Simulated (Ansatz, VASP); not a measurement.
Given: the input of a run of VASP 6.6.1 on Fe.

The input INCAR:

```
ALGO = Fast ; EDIFF = 1E-6
ENCUT = 520 ; GGA = PE
ISIF = 2 ; ISMEAR = 0
ISPIN = 2 ; LASPH = True
LCHARG = False ; LMAXMIX = 4
LORBIT = 11 ; LREAL = False
LWAVE = False ; MAGMOM = 3
NBANDS = 14 ; NELM = 150
PREC = Accurate ; SIGMA = 0.022
```

The input KPOINTS:

```
k-points
0
Gamma
  13 13 13
```

File POSCAR:

```
Fe
1.0
   -1.4430000000      1.4430000000      1.4430000000
    1.4430000000     -1.4430000000      1.4430000000
    1.4430000000      1.4430000000     -1.4430000000
Fe
1
Direct
    0.0000000000      0.0000000000      0.0000000000
```

Potentials or basis: VASP PAW PBE potentials, release 64 (Fe).

Command:

```bash
$ cat potpaw_PBE.64/Fe/POTCAR > POTCAR
$ mpirun -np 1 vasp_std > vasp.out
```

**Question.** Set up the same calculation for Ansatz 0.2.0. Potentials there: all-electron LAPW, scalar-relativistic.

**Answer.** As run (the cutoff follows the program's own potentials):

Contents of input.yaml:

```yaml
crystal:
  lattice:
    - [-1.443, 1.443, 1.443]
    - [1.443, -1.443, 1.443]
    - [1.443, 1.443, -1.443]
  atoms:
    - { symbol: Fe, position: [0.0, 0.0, 0.0], spin: 3.0 }
kpoints:
  mp_grid: { grid: [13, 13, 13] }
scf:
  occupations: { method: gaussian, width: 0.022 }
hamiltonian:
  xc: pbe
  pseudopotentials: { kind: all_electron, lapw: { basis_error: 0.001 } }
magnetization:
  spin_polarized: true
output:
  forces: true
  stress: true
  eigenvalues: true
```

Potentials or basis: all-electron LAPW, scalar-relativistic.

Run with:

```sh
$ ansatz run input.yaml --threads 2 --pin off --max-ram 6144MiB --backend cpu --events-out ev --progress --plain --runs-dir out
```

Both were run:

|  | VASP | Ansatz | Ansatz less VASP |
| --- | --- | --- | --- |
| gap on the k mesh at the Fermi level (eV) | none | none | - |
| pressure (GPa) | -9.5 | -9.8 | -0.28 |
| net moment per atom (μB) | 2.28 | 2.24 | -0.037 |
| size of the moment on the site where the two differ most (μB) | 2.29 | 2.31 | +0.016 |

Site moments also hang on the region over which each program counts them. A gap of «none» marks a metal or a gap that the smearing closes. Ansatz ran all-electron here, so the differences hold the error of VASP's frozen core and of both bases.
